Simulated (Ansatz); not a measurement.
Set up this calculation in Ansatz 0.2.0, as the native input.

```
Task                : atomic charges
Functional          : PBEsol
Potentials or basis : Ansatz PAW
Cutoff              : 420 eV (not typed: the program's choice for these potentials)
k mesh              : 9 × 9 × 9
Occupations         : methfessel-paxton, width 0.1 eV
Spin                : spin-orbit coupling, no magnetisation
```

Rh:

```
CELL_PARAMETERS angstrom
0.00000 1.89785 1.89785
1.89785 0.00000 1.89785
1.89785 1.89785 0.00000
ATOMIC_POSITIONS crystal
Rh 0.00000 0.00000 0.00000
```

The input as run:

input.yaml

```yaml
crystal:
  lattice:
    - [0.0, 1.89785, 1.89785]
    - [1.89785, 0.0, 1.89785]
    - [1.89785, 1.89785, 0.0]
  atoms:
    - { symbol: Rh, position: [0.0, 0.0, 0.0] }
hamiltonian:
  xc: pbesol
  pseudopotentials: { kind: paw_fr }
magnetization:
  noncollinear: true
  spin_orbit: true
kpoints:
  mp_grid: { grid: [9, 9, 9] }
scf:
  occupations: { method: methfessel_paxton, width: 0.1 }
output:
  forces: true
  stress: true
  eigenvalues: true
  bader: true
  populations: true
```

Potentials or basis: Ansatz PAW.

Command:

```sh
$ ansatz run input.yaml --threads 2 --pin off --max-ram 5632MiB --backend cpu --events-out ev --progress --plain --runs-dir out
```

Results of the run:

| Property | Result |
| --- | --- |
| Pressure | -3.3 GPa |
| Band gap on the k mesh | none (metal or under the smearing width) |

Caveat: the PAW data sets come from PBE, with cores solved anew for the run's functional, which leaves a small shift of forces and pressure.

Wall time 3.6 s on 2 threads of Arm Neoverse V1, with other jobs on the host, peak memory 0.32 GiB.
